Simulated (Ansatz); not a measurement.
ZrO2:
```cif
data_O8Zr4
_chemical_formula_sum 'Zr4 O8'
_space_group_name_H-M_alt 'P21/c'
_space_group_IT_number 14
_space_group_name_Hall '-P 2ybc'
_cell_length_a 5.12756
_cell_length_b 5.21156
_cell_length_c 5.29560
_cell_angle_alpha 90.000
_cell_angle_beta 99.601
_cell_angle_gamma 90.000
loop_
_space_group_symop_operation_xyz
  'x, y, z'
  '-x, -y, -z'
  '-x, y+1/2, -z+1/2'
  'x, -y+1/2, z+1/2'
loop_
_atom_site_label
_atom_site_type_symbol
_atom_site_symmetry_multiplicity
_atom_site_Wyckoff_symbol
_atom_site_fract_x
_atom_site_fract_y
_atom_site_fract_z
_atom_site_occupancy
Zr1 Zr 4 e 0.27715 0.04328 0.20950 1
O1 O 4 e 0.07005 0.33656 0.34128 1
O2 O 4 e 0.55137 0.25772 0.02052 1
```

Relaxed with PBEsol.

Decompose the optical modes at the zone centre into irreducible representations, and say which are infrared and Raman allowed.

Point group 2/m: Γ_opt = 9Ag + 8Au + 9Bg + 7Bu. Infrared: Au, Bu. Raman: Ag, Bg.

Assign frequencies (DFPT, PBEsol in the plane-wave PAW code Ansatz; without the LO–TO term).

Ag 107, Bg 168, Ag 174, Au 175, Ag 183, Bu 219, Bg 220, Au 238, Au 249, Bu 296, Ag 307, Bu 309, Bg 313, Bg 324, Ag 338, Au 341, Bu 349, Ag 375, Bg 377, Au 390, Bu 404, Ag 459, Au 468, Bu 475, Bg 480, Bg 525, Ag 536, Au 561, Bg 592, Ag 618, Au 626, Bu 703, Bg 736 cm⁻¹.

Subscripts of B labels follow the axes of the standard setting.

Space group P2_1/c. Symmetry was held in the PBEsol relaxation. No spin polarisation was allowed.

Potentials: the earlier of the program's two PAW sets. The files were generated under PBE; for other functionals the program regenerates the frozen cores, and for LDA and PBEsol the local potential too.
